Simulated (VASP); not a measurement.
# Bi (Cmce) in VASP: notebook

The runs below take Bi through single point, relaxation of cell and atoms, with PBE.

Everything below comes from runs of VASP 6.6.1. Logs are shortened: lines on timing, memory, paths and dates and some standing lists are left out, and cuts for length are marked.

**1. The crystal as given**

Symmetry: Cmce, No. 64, orthorhombic system. The conventional cell has a = 4.563 Å, b = 12.795 Å, c = 5.005 Å, α = 90.00°, β = 90.00°, γ = 90.00°. Bi (site symmetry m) is surrounded by 3 Bi at 3.08 to 3.10 Å.

The cell was built by a generator and needn't be a form met in nature.

**2. Single point, PBE**

INCAR reads:

```
ALGO = Fast
EDIFF = 1E-6
ENCUT = 520
GGA = PE
ISIF = 2
ISMEAR = 0
LASPH = True
LCHARG = False
LREAL = False
LWAVE = False
NBANDS = 38
NELM = 100
PREC = Accurate
SIGMA = 0.01
```

KPOINTS reads:

```
k-points
0
Gamma
  8 8 8
```

POSCAR reads:

```
Bi
1.0
    2.2813097905     -6.3976219046      0.0000000000
    2.2813097905      6.3976219046      0.0000000000
    0.0000000000      0.0000000000      5.0045803627
Bi
4
Direct
    0.1192523107      0.8807476893      0.9597602927
    0.6192523107      0.3807476893      0.5402397073
    0.8807476893      0.1192523107      0.0402397073
    0.3807476893      0.6192523107      0.4597602927
```

Potentials or basis: VASP PAW PBE potentials, release 64 (Bi_d).

The run is started by

```sh
> cat potpaw_PBE.64/Bi_d/POTCAR > POTCAR
> mpirun -np 1 vasp_std > vasp.out
```

OUTCAR:

```text
EDIFF = 1E-6
   ENCUT = 520
   GGA = PE
   ISIF = 2
   ISMEAR = 0
   LASPH = True
   LREAL = False
   NELM = 100
   PREC = Accurate

 ion  position               nearest neighbor table
   1  0.119  0.881  0.960-   3 3.08   2 3.10   2 3.10   2 3.69   2 3.69
   2  0.619  0.381  0.540-   4 3.08   1 3.10   1 3.10   1 3.69   1 3.69
   3  0.881  0.119  0.040-   1 3.08   4 3.10   4 3.10   4 3.69   4 3.69
   4  0.381  0.619  0.460-   2 3.08   3 3.10   3 3.10   3 3.69   3 3.69

  LATTYP: Found a base centered orthorhombic cell.
 ALAT       =     4.5626195810
 B/A-ratio  =     2.8043634982
 C/A-ratio  =     1.0968655777

  Lattice vectors:

 A1 = (   2.2813097905,  -6.3976219046,   0.0000000000)
 A2 = (   2.2813097905,   6.3976219046,   0.0000000000)
 A3 = (   0.0000000000,   0.0000000000,   5.0045803627)

Analysis of symmetry for initial positions (statically):
=====================================================================
 Subroutine PRICEL returns:
 Original cell was already a primitive cell.

 Routine SETGRP: Setting up the symmetry group for a
 base centered orthorhombic supercell.

 Subroutine GETGRP returns: Found  8 space group operations
 (whereof  4 operations were pure point group operations)
 out of a pool of  8 trial point group operations.

The static configuration has the point symmetry C_2h.
 The point group associated with its full space group is D_2h.

Analysis of symmetry for dynamics (positions and initial velocities):
=====================================================================
 Subroutine PRICEL returns:
 Original cell was already a primitive cell.

 Routine SETGRP: Setting up the symmetry group for a
 base centered orthorhombic supercell.

 Subroutine GETGRP returns: Found  8 space group operations
 (whereof  4 operations were pure point group operations)
 out of a pool of  8 trial point group operations.

The dynamic configuration has the point symmetry C_2h.
 The point group associated with its full space group is D_2h.

 Subroutine INISYM returns: Found  8 space group operations
 (whereof  4 operations are pure point group operations),
 and found     1 'primitive' translations

----------------------------------------------------------------------------------------

                                     Primitive cell

  volume of cell :     146.0833

  direct lattice vectors                    reciprocal lattice vectors
     2.281309790 -6.397621905  0.000000000     0.219172338 -0.078154040  0.000000000
     2.281309790  6.397621905  0.000000000     0.219172338  0.078154040  0.000000000
     0.000000000  0.000000000  5.004580363     0.000000000  0.000000000  0.199816953

  length of vectors
     6.792197023  6.792197023  5.004580363     0.232689853  0.232689853  0.199816953

  position of ions in fractional coordinates (direct lattice)
     0.119252311  0.880747689  0.959760293
     0.619252311  0.380747689  0.540239707
     0.880747689  0.119252311  0.040239707
     0.380747689  0.619252311  0.459760293

  ion indices of the primitive-cell ions
   primitive index   ion index
                 1           1
                 2           2
                 3           3
                 4           4

----------------------------------------------------------------------------------------

 KPOINTS: k-points

Automatic generation of k-mesh.
 Grid dimensions read from file:
 generate k-points for:    8    8    8

 Generating k-lattice:

  Cartesian coordinates                     Fractional coordinates (reciprocal lattice)
     0.027396542 -0.009769255  0.000000000     0.125000000  0.000000000  0.000000000
     0.027396542  0.009769255  0.000000000     0.000000000  0.125000000  0.000000000
     0.000000000  0.000000000  0.024977119     0.000000000  0.000000000  0.125000000

  Length of vectors
     0.029086232  0.029086232  0.024977119

  Shift w.r.t. Gamma in fractional coordinates (k-lattice)
     0.000000000  0.000000000  0.000000000

 Subroutine IBZKPT returns following result:
 ===========================================

 Found    105 irreducible k-points:

 Following reciprocal coordinates:
            Coordinates               Weight
  0.000000  0.000000  0.000000      1.000000
  0.125000  0.000000  0.000000      4.000000
  0.250000  0.000000  0.000000      4.000000
  0.375000 -0.000000  0.000000      4.000000
  0.500000  0.000000  0.000000      2.000000
  0.125000  0.125000  0.000000      2.000000
[... 16 lines left out ...]
  0.125000  0.000000  0.125000      8.000000
  0.250000  0.000000  0.125000      8.000000
 [... further k-points ...]
   k-points           NKPTS =    105   k-points in BZ     NKDIM =    105   number of bands    NBANDS=     38
   number of dos      NEDOS =    301   number of ions     NIONS =      4
   total plane-waves  NPLWV = 116640
   dimension x,y,z NGX =    54 NGY =   54 NGZ =   40
   dimension x,y,z NGXF=   108 NGYF=  108 NGZF=   80
   ions per type =               4
   NGX,Y,Z   is equivalent  to a cutoff of  13.22, 13.22, 13.29 a.u.
   NGXF,Y,Z  is equivalent  to a cutoff of  26.43, 26.43, 26.58 a.u.
 SYSTEM =  unknown system
   PREC   = accura    normal or accurate (medium, high low for compatibility)
   ISTART =      0    job   : 0-new  1-cont  2-samecut
   ICHARG =      2    charge: 1-file 2-atom 10-const
   ISPIN  =      1    spin polarized calculation?
   LNONCOLLINEAR =      F non collinear calculations
   LSORBIT =      F    spin-orbit coupling
   LASPH  =      T    aspherical Exc in radial PAW
   ENCUT  =  520.0 eV  38.22 Ry    6.18 a.u.  12.63 12.63  9.31*2*pi/ulx,y,z
   NELM   =    100;   NELMIN=  2; NELMDL= -5     # of ELM steps
   EDIFF  = 0.1E-05   stopping-criterion for ELM
   LREAL  =      F    real-space projection
   EDIFFG = 0.1E-04   stopping-criterion for IOM
   NSW    =      0    number of steps for IOM
   IBRION =     -1    ionic relax: 0-MD 1-quasi-New 2-CG
   NFREE  =      0    steps in history (QN), initial steepest desc. (CG)
   ISIF   =      2    stress and relaxation
   ISYM   =      2    0-nonsym 1-usesym 2-fastsym
   POTIM  = 0.5000    time-step for ionic-motion
   TEBEG  =    0.0;   TEEND  =   0.0 temperature during run
   PSTRESS=    0.0 pullay stress
   NELECT =      60.0000    total number of electrons
   NUPDOWN=      -1.0000    fix difference up-down
   EMIN   =  10.00;   EMAX   =-10.00  energy-range for DOS
   EFERMI =   0.00;   METHOD = LEGACY
   ISMEAR =     0;   SIGMA  =   0.01  broadening in eV -4-tet -1-fermi 0-gaus
   EFERMI_NEDOS =   21; number of points for ismear=-14 and -15
   IALGO  =     68    algorithm
   IMIX   =      4    mixing-type and parameters
     AMIX     =   0.40;   BMIX     =  1.00
     AMIX_MAG =   1.60;   BMIX_MAG =  1.00
  volume/ion in A,a.u.               =      36.52       246.45
  Fermi-wavevector in a.u.,A,eV,Ry     =   1.216910  2.299626 20.148455  1.480870
  Thomas-Fermi vector in A             =   2.352248
   LORBIT       =      0    0 simple, 1 ext, 2 COOP (PROOUT), +10 PAW based schemes
   GGA     = PE    functional components
   LHFCALC =     F    Hartree Fock is set to
   AEXX    =    0.0000 exact exchange contribution
   IVDW    =     0    specifies the selected vdW correction
   LEPSILON=     F    determine dielectric tensor
   LRPA    =     F    only Hartree local field effects (RPA)
 non-spin polarized calculation
 RMM-DIIS sequential band-by-band and
 Gauss-broadening in eV      SIGMA  =   0.01
  energy-cutoff  :      520.00
  volume of cell :      146.08
 maximum number of plane-waves:      3993
 NGX is ok and might be reduce to    54

 number of electron      60.0000006 magnetization

 Free energy of the ion-electron system (eV)
  ---------------------------------------------------
  ext. energy  EPLUGINS =         0.00000000
  ---------------------------------------------------
  free energy    TOTEN  =       -15.35173794 eV

  energy without entropy =      -15.35166911  energy(sigma->0) =      -15.35170353

 E-fermi :   5.7238     XC(G=0):  -9.3814

 val. band max:        5.7203758953   @ k =  -0.3750   0.3750   0.1250
 cond. band min:       5.7543822208   @ k =   0.5000   0.3750   0.1250
 fundamental gap:      0.0340063254
 Fermi energy:         5.7238181785

 k-point     1 :       0.0000    0.0000    0.0000
  band No.  band energies     occupation
      1     -16.9284      2.00000
      2     -16.9227      2.00000
      3     -16.9034      2.00000
      4     -16.8079      2.00000
      5     -16.7992      2.00000
      6     -16.7897      2.00000
[... 30 lines left out ...]
     37      10.7953      0.00000
     38      11.4910      0.00000

 k-point     2 :       0.1250    0.0000    0.0000
  band No.  band energies     occupation
      1     -16.9179      2.00000
      2     -16.9146      2.00000
      3     -16.9003      2.00000
      4     -16.8004      2.00000
      5     -16.7915      2.00000
      6     -16.7873      2.00000
[... 30 lines left out ...]
     37      10.4771      0.00000
     38      11.5028      0.00000

 k-point     3 :       0.2500    0.0000    0.0000
  band No.  band energies     occupation
      1     -16.8949      2.00000
      2     -16.8919      2.00000
      3     -16.8871      2.00000
      4     -16.7849      2.00000
      5     -16.7805      2.00000
      6     -16.7750      2.00000
[... 30 lines left out ...]
     37      10.9835      0.00000
     38      11.6712      0.00000

 k-point     4 :       0.3750   -0.0000    0.0000
  band No.  band energies     occupation
      1     -16.8809      2.00000
      2     -16.8762      2.00000
      3     -16.8403      2.00000
      4     -16.7767      2.00000
      5     -16.7707      2.00000
      6     -16.7592      2.00000
[... 30 lines left out ...]
     37      12.0911      0.00000
     38      12.1603      0.00000
[... 703 lines left out ...]
      4     -16.8050      2.00000
      5     -16.7966      2.00000
      6     -16.7867      2.00000
[... 30 lines left out ...]
     37      10.5720      0.00000
     38      11.7483      0.00000

 k-point    23 :       0.1250    0.0000    0.1250
  band No.  band energies     occupation
      1     -16.9158      2.00000
      2     -16.9091      2.00000
      3     -16.8923      2.00000
      4     -16.7981      2.00000
      5     -16.7896      2.00000
      6     -16.7866      2.00000
[... 30 lines left out ...]
     37      10.7529      0.00000
     38      11.7297      0.00000

 k-point    24 :       0.2500    0.0000    0.1250
  band No.  band energies     occupation
      1     -16.9027      2.00000
      2     -16.8922      2.00000
      3     -16.8691      2.00000
      4     -16.7902      2.00000
      5     -16.7831      2.00000
      6     -16.7696      2.00000
[... 30 lines left out ...]
     37      11.0146      0.00000
     38      11.8892      0.00000

 [... further k-points ...]

------------------------ aborting loop because EDIFF is reached ----------------------------------------

  FORCE on cell =-STRESS in cart. coord.  units (eV):
  Direction    XX          YY          ZZ          XY          YZ          ZX
  --------------------------------------------------------------------------------------
  -------------------------------------------------------------------------------------
  Total       -0.0960116     -0.0390864     -0.0930310      0.0000000      0.0000000      0.0000000
  in kB       -1.0530130     -0.4286827     -1.0203238      0.0000000      0.0000000      0.0000000
  external PRESSURE =      -0.8340065 kB  Pullay stress =       0.0000000 kB

 VOLUME and BASIS-vectors are now :
 -----------------------------------------------------------------------------
  energy-cutoff  :      520.00
  volume of cell :      146.08
      direct lattice vectors                 reciprocal lattice vectors
     2.281309790 -6.397621905  0.000000000     0.219172338 -0.078154040  0.000000000
     2.281309790  6.397621905  0.000000000     0.219172338  0.078154040  0.000000000
     0.000000000  0.000000000  5.004580363     0.000000000  0.000000000  0.199816953

 POSITION                                       TOTAL-FORCE (eV/Angst)
 -----------------------------------------------------------------------------------
      2.28131      4.87176      4.80320         0.000000     -0.011608      0.006490
      2.28131     -1.52586      2.70367         0.000000     -0.011608     -0.006490
      2.28131     -4.87176      0.20138         0.000000      0.011608     -0.006490
      2.28131      1.52586      2.30091         0.000000      0.011608      0.006490
 -----------------------------------------------------------------------------------
    total drift:                                0.000000     -0.000000     -0.000000

  FREE ENERGIE OF THE ION-ELECTRON SYSTEM (eV)
  ---------------------------------------------------
  free  energy   TOTEN  =       -15.3517379409 eV

  energy  without entropy=      -15.3516691096  energy(sigma->0) =      -15.35170353
```

Run time: 14 min. Hardware: 1 thread of Intel Xeon Platinum 8259CL at 2.50GHz (Skylake/Cascade Lake), shared host; peak memory 0.59 GiB.

Results:

| Item | Value |
| --- | --- |
| Free energy | -15.3517 eV |
| Pressure | -0.1 GPa |
| Largest force | 0.013 eV/Å |
| Band gap on the k mesh | none (metal or under the smearing width) |

Forces on the atoms (eV/Å):
```
Bi   0.000 -0.012  0.006
Bi   0.000 -0.012 -0.006
Bi   0.000  0.012 -0.006
Bi   0.000  0.012  0.006
```

Caveat: spin-orbit coupling is left out, which moves the levels of the heavy elements.

**3. Single point, PBE**

This run uses another cell than the first one: it holds 2 atoms, not 4.

INCAR reads:

```
SYSTEM = Bi
ALGO = Normal
EDIFF = 1E-7
ENCUT = 520
GGA = PE
ISIF = 2
ISMEAR = 0
LASPH = .TRUE.
LCHARG = .FALSE.
LREAL = .FALSE.
LWAVE = .FALSE.
NBANDS = 22
NELM = 100
PREC = Accurate
SIGMA = 0.1
```

KPOINTS reads:

```
k-points
0
G
  6 6 4
  0 0 0
```

POSCAR reads:

```
Bi
1.0
    1.7139710889     -4.9900973171      0.0000000000
    1.7139710889      4.9900973171      0.0000000000
   -0.1455574146      0.0000000000      4.1268284513
Bi
2
Direct
    0.8690000000      0.1310000000      0.2500000000
    0.1310000000      0.8690000000      0.7500000000
```

Potentials or basis: VASP PAW PBE potentials, release 64 (Bi_d).

The run is started by

```sh
> cat potpaw_PBE.64/Bi_d/POTCAR > POTCAR
> mpirun -np 1 vasp_std > vasp.out
```

Run time: 30 s. Hardware: 1 thread of Intel Xeon 6975P-C (Granite Rapids), shared host; peak memory 0.23 GiB.

Results (log left out):

* Free energy: -7.5016 eV
* Pressure: -2.1 GPa
* Largest force: 0.328 eV/Å
* Band gap on the k mesh: none (metal or under the smearing width)

Forces on the atoms (eV/Å):
```
Bi   0.000 -0.328  0.000
Bi   0.000  0.328  0.000
```

Stress tensor (GPa, compression positive):
```
-1.83  0.00  0.01
 0.00 -2.57  0.00
 0.01  0.00 -2.03
```

Levels at points of the mesh, in eV from the Fermi level:
| k point | band 11 | band 12 | band 13 | band 14 | band 15 | band 16 | band 17 | band 18 | band 19 | band 20 |
| --- | --- | --- | --- | --- | --- | --- | --- | --- | --- | --- |
| (0.00, 0.00, 0.00) | -12.74 | -9.27 | -3.51 | -1.44 | 3.16 | 3.28 | 3.37 | 3.79 | 4.05 | 6.59 |
| (0.50, 0.00, 0.00) | -10.67 | -9.20 | -3.80 | -3.15 | 0.41 | 0.89 | 2.59 | 2.78 | 5.97 | 7.13 |
| (0.50, 0.50, 0.00) | -11.56 | -11.34 | -0.43 | -0.01 | 0.11 | 0.46 | 2.06 | 5.82 | 6.34 | 6.55 |
| (0.00, 0.00, 0.50) | -11.08 | -11.08 | -1.70 | -1.70 | -1.00 | -1.00 | 4.05 | 4.05 | 8.79 | 8.79 |
| (0.50, 0.00, 0.50) | -9.60 | -9.45 | -3.43 | -3.26 | -1.35 | -1.06 | 1.23 | 1.26 | 5.64 | 5.84 |
| (0.50, 0.50, 0.50) | -10.83 | -10.83 | -4.57 | -4.57 | 3.89 | 3.89 | 4.29 | 4.29 | 7.77 | 7.77 |

Caveat: the k mesh is coarse (spacing up to 0.38 Å⁻¹), so the values aren't converged; spin-orbit coupling is left out, which moves the levels of the heavy elements.

**4. Single point, PBE**

This run uses another cell than the first one: it holds 1 atom, not 4.

INCAR reads:

```
SYSTEM = Bi
ALGO = Normal
EDIFF = 1E-6
ENCUT = 520
GGA = PE
ISIF = 2
ISMEAR = 0
LASPH = .True.
LCHARG = .False.
LREAL = .False.
LWAVE = .False.
NBANDS = 14
NELM = 100
PREC = Accurate
SIGMA = 0.1
```

KPOINTS reads:

```
k-points
0
Gamma
  16 16 16
  0 0 0
```

POSCAR reads:

```
Bi
1.0
    3.2743133093      0.0000000000      0.0000000000
    0.0000000000      3.2743133093      0.0000000000
    0.0000000000      0.0000000000      3.2743133093
Bi
1
Direct
    0.5000000000      0.5000000000      0.5000000000
```

The run is started by

```sh
> cat potpaw_PBE.64/Bi_d/POTCAR > POTCAR
> mpirun -np 1 vasp_std > vasp.out
```

It took 24 s on 1 thread of AMD EPYC 9R45 (Zen 5), shared host; peak memory 0.16 GiB.

The run converged. Its results:

```yaml
Free_energy: -3.8406 eV
Pressure: 0.0 GPa
Band_gap_on_the_k_mesh: none (metal or under the smearing width)
```

Levels at points of the mesh, in eV from the Fermi level:
```csv
k point,band 5,band 6,band 7,band 8,band 9,band 10
"(0.00, 0.00, 0.00)",-22.61,-12.96,3.11,3.11,3.11,6.22
"(0.50, 0.00, 0.00)",-22.60,-11.15,-4.81,4.92,4.92,9.67
"(0.50, 0.50, 0.00)",-22.50,-9.36,-3.00,-3.00,2.81,6.79
"(0.50, 0.50, 0.50)",-22.49,-7.54,-1.30,-1.30,-1.30,5.40
```

Caveat: spin-orbit coupling is left out, which moves the levels of the heavy elements.

**5. Relaxation of cell and atoms, PBE**

This run uses another cell than the first one: it holds 1 atom, not 4.

INCAR reads:

```
PREC     = Accurate       # precision mode
ENCUT    = 600            # plane-wave cutoff, eV
EDIFF    = 1E-6           # SCF threshold, eV
ISMEAR   = 0              # smearing method
SIGMA    = 0.1            # smearing width, eV
LREAL    = F              # projectors in reciprocal space
LASPH    = T              # aspherical terms in the spheres
NELM     = 100            # most SCF steps
ALGO     = Normal         # electronic algorithm
ISIF     = 3              # what is computed and relaxed
LWAVE    = F              # write WAVECAR
LCHARG   = F              # write CHGCAR
GGA      = PE             # functional
IBRION   = 2              # ionic algorithm
NSW      = 100            # ionic steps
EDIFFG   = -0.01          # ionic threshold
```

KPOINTS reads:

```
regular mesh
0
Gamma
  16 16 16
```

POSCAR reads:

```
Bi
1.0
    3.2783655630      0.0000000000      0.0000000000
    0.0000000000      3.2783655630      0.0000000000
    0.0000000000      0.0000000000      3.2783655630
Bi
1
Direct
    0.5000000000      0.5000000000      0.5000000000
```

The run is started by

```sh
> cat potpaw_PBE.64/Bi_d/POTCAR > POTCAR
> mpirun -np 1 vasp_std > vasp.out
```

Wall time 67 s (1 thread of AMD EPYC 9R45 (Zen 5), shared host); peak memory 0.18 GiB.

The run converged. Its results:

| Property | Result |
| --- | --- |
| Free energy | -3.8406 eV |
| Relaxed volume | 35.16 Å³/atom |
| Relaxed cell | a = 3.276 Å, b = 3.276 Å, c = 3.276 Å, α = 90.00°, β = 90.00°, γ = 90.00° |
| Space group after relaxing (to 0.05 Å) | Pm-3m (No. 221) |
| Energy gained by relaxing | 0.0 meV/atom |
| Ionic steps | 4 |
| Pressure after relaxing | 0.0 GPa |
| Band gap on the k mesh | none (metal or under the smearing width) |

Final structure:
```yaml
crystal:
  lattice:
    - [3.27617, 0.00000, 0.00000]
    - [0.00000, 3.27617, 0.00000]
    - [0.00000, 0.00000, 3.27617]
  atoms:
    - { symbol: Bi, position: [0.50000, 0.50000, 0.50000] }
```

Levels at points of the mesh, in eV from the Fermi level:
```
           k point  band 5  band 6  band 7  band 8  band 9  band 10
(0.00, 0.00, 0.00)  -22.61  -12.95    3.11    3.11    3.11     6.22
(0.50, 0.00, 0.00)  -22.60  -11.14   -4.80    4.91    4.91     9.67
(0.50, 0.50, 0.00)  -22.50   -9.36   -3.00   -3.00    2.81     6.77
(0.50, 0.50, 0.50)  -22.49   -7.55   -1.30   -1.30   -1.30     5.40
```

Caveat: spin-orbit coupling is left out, which moves the levels of the heavy elements.

**6. The runs side by side**

| task | cell | k mesh | cutoff (eV) | smearing | mesh quality | gap on the mesh (eV) | pressure (GPa) | largest force (eV/Å) |
| --- | --- | --- | --- | --- | --- | --- | --- | --- |
| single point | Cmce, 36.52 Å³/atom | 8 × 8 × 8 | 520 | gaussian 0.01 eV | not flagged | none | -0.1 | 0.01 |
| single point | C2/c, 35.3 Å³/atom | 6 × 6 × 4 | 520 | gaussian 0.1 eV | coarse | none | -2.1 | 0.33 |
| single point | Pm-3m, 35.1 Å³/atom | 16 × 16 × 16 | 520 | gaussian 0.1 eV | not flagged | none | 0.0 | - |
| relaxation of cell and atoms | relaxed | 16 × 16 × 16 | 600 | gaussian 0.1 eV | not flagged | none | 0.0 | - |

Alike in all rows: level PBE; potentials or basis VASP PAW PBE potentials, release 64 (Bi_d); no spin polarisation.

Caveats: some runs use coarse meshes; spin-orbit coupling is left out, which moves the levels of the heavy elements.

Absolute energies hang on the potentials; compare differences alone.
